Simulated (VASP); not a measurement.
# AgCl (Fm-3m) in VASP: settings compared

AgCl is run at these levels: PBE+U, revPBE; tasks: electric field gradients.

Everything below comes from runs of VASP 6.6.1. Logs are shortened: lines on timing, memory, paths and dates and some standing lists are left out, and cuts for length are marked.

**What was measured.**

From a printed reference work, data compilation, for a bulk crystal of AgCl: band gap 3.249 eV (indirect).

The results are compared with them further down.

## 1. The cell of the first run

Symmetry: Fm-3m, No. 225, cubic system. The conventional cell has a = 5.619 Å, b = 5.619 Å, c = 5.619 Å, α = 90.00°, β = 90.00°, γ = 90.00°. Within 3.7 Å of Ag (site symmetry m-3m) lie 6 Cl at 2.81 Å. Cl (site symmetry m-3m) has 6 Ag at 2.81 Å within 3.7 Å.

## 2. Electric field gradients, PBE+U

Input file INCAR:

```
PREC = Accurate
ENCUT = 520
EDIFF = 1E-8
ISMEAR = -5
SIGMA = 0.1
LREAL = False
LASPH = True
NELM = 150
ALGO = Normal
ISIF = 2
LWAVE = False
LCHARG = False
LMAXMIX = 4
LDAU = True
LDAUTYPE = 2
LDAUL = 2 -1
LDAUU = 1 0
LDAUJ = 0 0
LDAUPRINT = 1
GGA = PE
LEFG = True
NBANDS = 16
```

Input file KPOINTS:

```
regular mesh
0
Gamma
  9 9 9
```

Input file POSCAR:

```
AgCl
1.0
    0.0000000000      2.8096430007      2.8096430007
    2.8096430007      0.0000000000      2.8096430007
    2.8096430007      2.8096430007      0.0000000000
Ag Cl
1 1
Direct
    0.5000000000      0.5000000000      0.5000000000
    0.0000000000      0.0000000000      0.0000000000
```

Potentials or basis: VASP PAW PBE potentials, release 64 (Ag, Cl).

Started as:

```sh
> cat potpaw_PBE.64/Ag/POTCAR potpaw_PBE.64/Cl/POTCAR > POTCAR
> mpirun -np 1 vasp_std > vasp.out
```

OUTCAR:

```text
PREC = Accurate
   ENCUT = 520
   EDIFF = 1E-8
   ISMEAR = -5
   LREAL = False
   LASPH = True
   NELM = 150
   ISIF = 2
   GGA = PE

 ion  position               nearest neighbor table
   1  0.500  0.500  0.500-   2 2.81   2 2.81   2 2.81   2 2.81   2 2.81   2 2.81
   2  0.000  0.000  0.000-   1 2.81   1 2.81   1 2.81   1 2.81   1 2.81   1 2.81

  LATTYP: Found a face centered cubic cell.
 ALAT       =     5.6192860014

  Lattice vectors:

 A1 = (   0.0000000000,   2.8096430007,   2.8096430007)
 A2 = (   2.8096430007,   0.0000000000,   2.8096430007)
 A3 = (   2.8096430007,   2.8096430007,   0.0000000000)

Analysis of symmetry for initial positions (statically):
=====================================================================
 Subroutine PRICEL returns:
 Original cell was already a primitive cell.

 Routine SETGRP: Setting up the symmetry group for a
 face centered cubic supercell.

 Subroutine GETGRP returns: Found 48 space group operations
 (whereof 48 operations were pure point group operations)
 out of a pool of 48 trial point group operations.

The static configuration has the point symmetry O_h .

Analysis of symmetry for dynamics (positions and initial velocities):
=====================================================================
 Subroutine PRICEL returns:
 Original cell was already a primitive cell.

 Routine SETGRP: Setting up the symmetry group for a
 face centered cubic supercell.

 Subroutine GETGRP returns: Found 48 space group operations
 (whereof 48 operations were pure point group operations)
 out of a pool of 48 trial point group operations.

The dynamic configuration has the point symmetry O_h .

 Subroutine INISYM returns: Found 48 space group operations
 (whereof 48 operations are pure point group operations),
 and found     1 'primitive' translations

----------------------------------------------------------------------------------------

                                     Primitive cell

  volume of cell :      44.3592

  direct lattice vectors                    reciprocal lattice vectors
     0.000000000  2.809643001  2.809643001    -0.177958552  0.177958552  0.177958552
     2.809643001  0.000000000  2.809643001     0.177958552 -0.177958552  0.177958552
     2.809643001  2.809643001  0.000000000     0.177958552  0.177958552 -0.177958552

  length of vectors
     3.973435237  3.973435237  3.973435237     0.308233254  0.308233254  0.308233254

  position of ions in fractional coordinates (direct lattice)
     0.500000000  0.500000000  0.500000000
     0.000000000  0.000000000  0.000000000

  ion indices of the primitive-cell ions
   primitive index   ion index
                 1           1
                 2           2

----------------------------------------------------------------------------------------

 KPOINTS: regular mesh

Automatic generation of k-mesh.
 Grid dimensions read from file:
 generate k-points for:    9    9    9

 Generating k-lattice:

  Cartesian coordinates                     Fractional coordinates (reciprocal lattice)
    -0.019773172  0.019773172  0.019773172     0.111111111  0.000000000  0.000000000
     0.019773172 -0.019773172  0.019773172     0.000000000  0.111111111  0.000000000
     0.019773172  0.019773172 -0.019773172     0.000000000  0.000000000  0.111111111

  Length of vectors
     0.034248139  0.034248139  0.034248139

  Shift w.r.t. Gamma in fractional coordinates (k-lattice)
     0.000000000  0.000000000  0.000000000

 TETIRR: Found    115 inequivalent tetrahedra from     4374

 Subroutine IBZKPT returns following result:
 ===========================================

 Found     35 irreducible k-points:

 Following reciprocal coordinates:
            Coordinates               Weight
  0.000000  0.000000  0.000000      1.000000
  0.111111  0.000000  0.000000      8.000000
  0.222222  0.000000  0.000000      8.000000
  0.333333  0.000000  0.000000      8.000000
  0.444444  0.000000  0.000000      8.000000
  0.111111  0.111111  0.000000      6.000000
[... 16 lines left out ...]
 -0.333333  0.333333  0.000000     12.000000
  0.444444  0.444444  0.000000      6.000000
 [... further k-points ...]
   k-points           NKPTS =     35   k-points in BZ     NKDIM =     35   number of bands    NBANDS=     16
   number of dos      NEDOS =    301   number of ions     NIONS =      2
   total plane-waves  NPLWV =  27000
   dimension x,y,z NGX =    30 NGY =   30 NGZ =   30
   dimension x,y,z NGXF=    60 NGYF=   60 NGZF=   60
   ions per type =               1   1
   NGX,Y,Z   is equivalent  to a cutoff of  12.55, 12.55, 12.55 a.u.
   NGXF,Y,Z  is equivalent  to a cutoff of  25.10, 25.10, 25.10 a.u.
 SYSTEM =  unknown system
   PREC   = accura    normal or accurate (medium, high low for compatibility)
   ISTART =      0    job   : 0-new  1-cont  2-samecut
   ICHARG =      2    charge: 1-file 2-atom 10-const
   ISPIN  =      1    spin polarized calculation?
   LNONCOLLINEAR =      F non collinear calculations
   LSORBIT =      F    spin-orbit coupling
   LASPH  =      T    aspherical Exc in radial PAW
   ENCUT  =  520.0 eV  38.22 Ry    6.18 a.u.   7.39  7.39  7.39*2*pi/ulx,y,z
   NELM   =    150;   NELMIN=  2; NELMDL= -5     # of ELM steps
   EDIFF  = 0.1E-07   stopping-criterion for ELM
   LREAL  =      F    real-space projection
   EDIFFG = 0.1E-06   stopping-criterion for IOM
   NSW    =      0    number of steps for IOM
   IBRION =     -1    ionic relax: 0-MD 1-quasi-New 2-CG
   NFREE  =      0    steps in history (QN), initial steepest desc. (CG)
   ISIF   =      2    stress and relaxation
   ISYM   =      2    0-nonsym 1-usesym 2-fastsym
   POTIM  = 0.5000    time-step for ionic-motion
   TEBEG  =    0.0;   TEEND  =   0.0 temperature during run
   PSTRESS=    0.0 pullay stress
   NELECT =      18.0000    total number of electrons
   NUPDOWN=      -1.0000    fix difference up-down
   EMIN   =  10.00;   EMAX   =-10.00  energy-range for DOS
   EFERMI =   0.00;   METHOD = LEGACY
   ISMEAR =    -5;   SIGMA  =   0.10  broadening in eV -4-tet -1-fermi 0-gaus
   EFERMI_NEDOS =   21; number of points for ismear=-14 and -15
   IALGO  =     38    algorithm
   IMIX   =      4    mixing-type and parameters
     AMIX     =   0.40;   BMIX     =  1.00
     AMIX_MAG =   1.60;   BMIX_MAG =  1.00
  volume/ion in A,a.u.               =      22.18       149.68
  Fermi-wavevector in a.u.,A,eV,Ry     =   1.212005  2.290358 19.986372  1.468957
  Thomas-Fermi vector in A             =   2.347503
   LORBIT       =      0    0 simple, 1 ext, 2 COOP (PROOUT), +10 PAW based schemes
 LDA+U is selected, type is set to LDAUTYPE =  2
   angular momentum for each species LDAUL =     2   -1
   U (eV)           for each species LDAUU =   1.0  0.0
   J (eV)           for each species LDAUJ =   0.0  0.0
   GGA     = PE    functional components
   LHFCALC =     F    Hartree Fock is set to
   AEXX    =    0.0000 exact exchange contribution
   IVDW    =     0    specifies the selected vdW correction
   LEPSILON=     F    determine dielectric tensor
   LRPA    =     F    only Hartree local field effects (RPA)
 non-spin polarized calculation
 Fermi weights with tetrahedron method with Bloechl corrections
  energy-cutoff  :      520.00
  volume of cell :       44.36
 maximum number of plane-waves:      1243
 NGX is ok and might be reduce to    30
   NGX = 15   NGY = 15   NGZ = 15

atom =   1  type =  1  l = 2

 onsite density matrix

spin component  1

  0.9386  0.0000 -0.0000 -0.0000  0.0000
  0.0000  0.9386  0.0000 -0.0000  0.0000
 -0.0000  0.0000  0.9529 -0.0000  0.0000
 -0.0000 -0.0000 -0.0000  0.9386 -0.0000
  0.0000  0.0000  0.0000 -0.0000  0.9529

spin component  2

  0.9386  0.0000 -0.0000 -0.0000  0.0000
  0.0000  0.9386  0.0000 -0.0000  0.0000
 -0.0000  0.0000  0.9529 -0.0000  0.0000
 -0.0000 -0.0000 -0.0000  0.9386 -0.0000
  0.0000  0.0000  0.0000 -0.0000  0.9529

 occupancies and eigenvectors

  o =  0.9386  v =  0.0000  0.3368  0.0000 -0.9416  0.0000  0.0000  0.0000  0.0000  0.0000  0.0000      0.0000  0.0000  0.0000  0.0000  0.0000  0.0000  0.0000  0.0000  0.0000  0.0000
  o =  0.9386  v =  0.0000  0.0000  0.0000  0.0000  0.0000  0.0000  0.3368  0.0000 -0.9416  0.0000      0.0000  0.0000  0.0000  0.0000  0.0000  0.0000  0.0000  0.0000  0.0000  0.0000
  o =  0.9386  v =  1.0000  0.0000  0.0000  0.0000  0.0000  0.0000  0.0000  0.0000  0.0000  0.0000      0.0000  0.0000  0.0000  0.0000  0.0000  0.0000  0.0000  0.0000  0.0000  0.0000
  o =  0.9386  v =  0.0000  0.0000  0.0000  0.0000  0.0000  1.0000  0.0000  0.0000  0.0000  0.0000      0.0000  0.0000  0.0000  0.0000  0.0000  0.0000  0.0000  0.0000  0.0000  0.0000
  o =  0.9386  v =  0.0000  0.9416  0.0000  0.3368  0.0000  0.0000  0.0000  0.0000  0.0000  0.0000      0.0000  0.0000  0.0000  0.0000  0.0000  0.0000  0.0000  0.0000  0.0000  0.0000
  o =  0.9386  v =  0.0000  0.0000  0.0000  0.0000  0.0000  0.0000  0.9416  0.0000  0.3368  0.0000      0.0000  0.0000  0.0000  0.0000  0.0000  0.0000  0.0000  0.0000  0.0000  0.0000
  o =  0.9529  v =  0.0000  0.0000  0.0000  0.0000  0.0000  0.0000 -0.0000 -0.0579 -0.0000  0.9983      0.0000  0.0000  0.0000  0.0000  0.0000  0.0000  0.0000  0.0000  0.0000  0.0000
  o =  0.9529  v =  0.0000 -0.0000 -0.0579 -0.0000  0.9983  0.0000  0.0000  0.0000  0.0000  0.0000      0.0000  0.0000  0.0000  0.0000  0.0000  0.0000  0.0000  0.0000  0.0000  0.0000
  o =  0.9529  v =  0.0000  0.0000  0.0000  0.0000  0.0000  0.0000  0.0000 -0.9983  0.0000 -0.0579      0.0000  0.0000  0.0000  0.0000  0.0000  0.0000  0.0000  0.0000  0.0000  0.0000
  o =  0.9529  v =  0.0000  0.0000 -0.9983  0.0000 -0.0579  0.0000  0.0000  0.0000  0.0000  0.0000      0.0000  0.0000  0.0000  0.0000  0.0000  0.0000  0.0000  0.0000  0.0000  0.0000

 number of electron      17.9999994 magnetization

 Free energy of the ion-electron system (eV)
  ---------------------------------------------------
  ext. energy  EPLUGINS =         0.00000000
  ---------------------------------------------------
  free energy    TOTEN  =        -5.12952288 eV

  energy without entropy =       -5.12952288  energy(sigma->0) =       -5.12952288

 E-fermi :   3.1766     XC(G=0):  -9.7443

 val. band max:        3.0994545732   @ k =   0.4444   0.0000   0.0000
 cond. band min:       4.2757492553   @ k =   0.0000   0.0000   0.0000
 fundamental gap:      1.1762946821
 Fermi energy:         3.1766248125

 k-point     1 :       0.0000    0.0000    0.0000
  band No.  band energies     occupation
      1     -11.5694      2.00000
      2       0.7216      2.00000
      3       0.7216      2.00000
      4       0.7216      2.00000
      5       0.7434      2.00000
      6       0.7434      2.00000
[... 433 lines left out ...]
      3       0.4492      2.00000
      4       0.4492      2.00000
      5       0.4529      2.00000
      6       0.9041      2.00000
[... 8 lines left out ...]
     15      18.6625      0.00000
     16      18.6672      0.00000

 [... further k-points ...]

------------------------ aborting loop because EDIFF is reached ----------------------------------------

  FORCE on cell =-STRESS in cart. coord.  units (eV):
  Direction    XX          YY          ZZ          XY          YZ          ZX
  --------------------------------------------------------------------------------------
  -------------------------------------------------------------------------------------
  Total       -0.0829689     -0.0829689     -0.0829689      0.0000000     -0.0000000      0.0000000
  in kB       -2.9966952     -2.9966952     -2.9966952      0.0000000     -0.0000000      0.0000000
  external PRESSURE =      -2.9966952 kB  Pullay stress =       0.0000000 kB

 VOLUME and BASIS-vectors are now :
 -----------------------------------------------------------------------------
  energy-cutoff  :      520.00
  volume of cell :       44.36
      direct lattice vectors                 reciprocal lattice vectors
     0.000000000  2.809643001  2.809643001    -0.177958552  0.177958552  0.177958552
     2.809643001  0.000000000  2.809643001     0.177958552 -0.177958552  0.177958552
     2.809643001  2.809643001  0.000000000     0.177958552  0.177958552 -0.177958552

 POSITION                                       TOTAL-FORCE (eV/Angst)
 -----------------------------------------------------------------------------------
      2.80964      2.80964      2.80964        -0.000000     -0.000000     -0.000000
      0.00000      0.00000      0.00000         0.000000      0.000000      0.000000
 -----------------------------------------------------------------------------------
    total drift:                                0.000000      0.000000      0.000000

  FREE ENERGIE OF THE ION-ELECTRON SYSTEM (eV)
  ---------------------------------------------------
  free  energy   TOTEN  =        -5.1295228795 eV

  energy  without entropy=       -5.1295228795  energy(sigma->0) =       -5.12952288

 Electric field gradients (V/A^2)
---------------------------------------------------------------------
 ion       V_xx      V_yy      V_zz      V_xy      V_xz      V_yz
---------------------------------------------------------------------
   1      -0.000    -0.000     0.000     0.001     0.001     0.001
   2       0.000     0.000     0.000    -0.000    -0.000    -0.000
---------------------------------------------------------------------

 Electric field gradients after diagonalization (V/A^2)
 (convention: |V_zz| > |V_xx| > |V_yy|)
----------------------------------------------------------------------
 ion       V_xx      V_yy      V_zz     asymmetry (V_yy - V_xx)/ V_zz
----------------------------------------------------------------------
   1      -0.001    -0.001     0.001       0.000
   2       0.000     0.000    -0.000       0.000
----------------------------------------------------------------------

           NMR quadrupolar parameters

 Cq : quadrupolar parameter    Cq=e*Q*V_zz/h
 eta: asymmetry parameters     (V_yy - V_xx)/ V_zz
 Q  : nuclear electric quadrupole moment in mb (millibarn)
----------------------------------------------------------------------
 ion       Cq(MHz)       eta       Q (mb)
----------------------------------------------------------------------
   1       0.000       0.000       1.000
   2      -0.000       0.000       1.000
----------------------------------------------------------------------
```

It took 30 s on 1 thread of Intel Xeon Platinum 8259CL at 2.50GHz (Skylake/Cascade Lake), shared host; peak memory 0.18 GiB.

Results:

```yaml
Free_energy: -5.1295 eV
Pressure: -0.3 GPa
Band_gap_on_the_k_mesh: 1.18 eV (least direct gap 3.12 eV)
Largest_electric_field_gradient_by_atom: zero within the noise of the run
```

Eigenvalues of the final occupation matrices:
| site | spin | trace | eigenvalues |
| --- | --- | --- | --- |
| site 1 d | 1 | 4.72 | 0.94 0.94 0.94 0.95 0.95 |
| site 1 d | 2 | 4.72 | 0.94 0.94 0.94 0.95 0.95 |

Caveat: an odd mesh through Γ misses points on the zone boundary, where band edges can lie.

(Continued in part 2 of 2.)
